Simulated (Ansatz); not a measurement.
## ZnS at 7 GPa: from Born charge to LO–TO splitting and polaron coupling

The calculation used DFT PBE, scalar-relativistic, plane waves, PAW (Ansatz). Cutoff 420 eV, 10×10×10 k-points (Γ-centred), fixed occupations. No spin polarisation. Phonons by linear response, acoustic sum rule imposed.

The cell, relaxed at 7 GPa:
```
Zn S
1.0
     0.00000    2.64698    2.64698
     2.64698    0.00000    2.64698
     2.64698    2.64698    0.00000
Zn S
1 1
Cartesian
  0.0000 0.0000 0.0000
  3.9705 3.9705 3.9705
```

Linear response gives ν_TO = 300.6 cm⁻¹, Born charges ±1.910 e (positive on Zn) and ε∞ = 5.921. The primitive cell holds 37.092 Å³, and the masses are 65.380 and 32.060 amu.

Question: Find ν_LO and the static dielectric constant.

Answer: The long-wave field adds a restoring force: ω_LO² − ω_TO² = Z*²e²/(ε_vac ε∞ μV). In these units ν_LO² − ν_TO² = 4.92064×10⁷ Z*²/(μ V ε∞) cm⁻², with μ = m₁m₂/(m₁ + m₂) = 21.512 amu: 37989 cm⁻². So ν_LO = √(300.6² + 37989) = 358.3 cm⁻¹, and the run gives 358.3. Lyddane–Sachs–Teller then gives ε0 = ε∞ (ν_LO/ν_TO)² = 8.41, against 8.41 in the run (it forms both from the same three quantities, so the match checks the arithmetic only). Between ν_TO and ν_LO the dielectric function is negative and an undamped crystal reflects fully: a reststrahlen band from 27.9 to 33.3 μm.

Question: What do the Clausius–Mossotti polarisability and the Szigeti charge come to?

Answer: With the Lorentz local field, α = (3V/4π)(ε∞ − 1)/(ε∞ + 2) = 5.50 Å³ for the pair, and e_S = 3Z*/(ε∞ + 2) = 0.72 e. The Born charge includes the electrons' response to the dipole's own local field, and e_S takes that enhancement out. The Lorentz field assumes point-like polarisable ions, a poor picture once ε∞ is this large, since the electron clouds then overlap or are shared, so both numbers are formal here.

Question: How strongly does a slow electron couple to the LO mode?

Answer: For one isotropic parabolic band, Fröhlich's constant is α_F = (1/ε∞ − 1/ε0) √(m* Ry/ħω_LO), with Ry = 13.606 eV, ħω_LO = 44.4 meV and m* in free-electron masses: α_F = 0.0500 × 17.50 × √m* = 0.87 √m*. The band mass isn't part of this run; for m* = 0.1, 0.3 and 1 it gives 0.28, 0.48, 0.87. In weak coupling the polaron lies α_F ħω_LO below the band edge (21 meV at m* = 0.3) with a mass m*(1 + α_F/6); past α_F of about 5 or 6 that expansion fails. A semilocal functional's ε∞ tends to be too large, which taken alone lowers α_F.

Cost: 1 run of about 0.49 core-minutes, on AMD EPYC 9R45 (Zen 5) (shared hosts).

The LO–TO splitting reflects the polar part of a bond that is also strongly covalent. The Born charge of 1.910 e lies close to the formal valence of Zn, but this doesn't show complete ionic charge transfer: it is a dynamical quantity, and includes the charge that flows between Zn and S as the sp³-type bonds are stretched. The same polarisable valence electrons screen the long-range field, which limits the extra stiffness of the LO mode. Most of the static dielectric response is therefore electronic, with ε∞ = 5.921 out of ε0 = 8.41, and the lattice adds a smaller share.

This modest ionic share also keeps the Fröhlich coupling down. Conduction electrons in zincblende ZnS occupy a light, largely s-like band at Γ, so they probably form large, mobile polarons in the weak-coupling range. The estimate doesn't carry over directly to holes, whose p-derived bands are heavier, degenerate and warped. With only one pressure computed, the numbers don't show whether compression strengthens or weakens the polar coupling.
